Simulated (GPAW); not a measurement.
The system is Hg.

```
Hg
1.0
     0.04803    2.27849    2.59082
     2.40577   -0.00193    2.64078
     2.32096    2.24364    0.08289
Hg
1
Direct
  0.00000 0.00000 0.00000
```

The cell isn't the ideal one: cell sheared at random, sigma 0.06, atoms nudged by 0.01 Å.

Base run:

| Property | Result |
| --- | --- |
| Program | GPAW 26.7.0 |
| Functional | PW91 |
| Dispersion | D3(BJ) |
| Potentials or basis | PAW data sets generated in the run's folder for this functional |
| Cutoff | 600 eV |
| Basis | pw |
| k mesh | 10 × 9 × 10 |
| Occupations | fermi-dirac, width 0.05 eV |
| Spin | no spin polarisation |

Its results: band gap on the k mesh none (metal or under the smearing width); pressure -0.8 GPa.

Question: The run is repeated on the same cell with these changes: functional from PW91 to PBEsol; dispersion from D3(BJ) to D4. What comes out?

Answer: Band gap on the k mesh none (metal or under the smearing width); pressure -4.2 GPa.

Several settings changed at once, so the effect can't be laid on one alone.

Caveats: pairwise dispersion overbinds metals, which lowers pressure and volume.
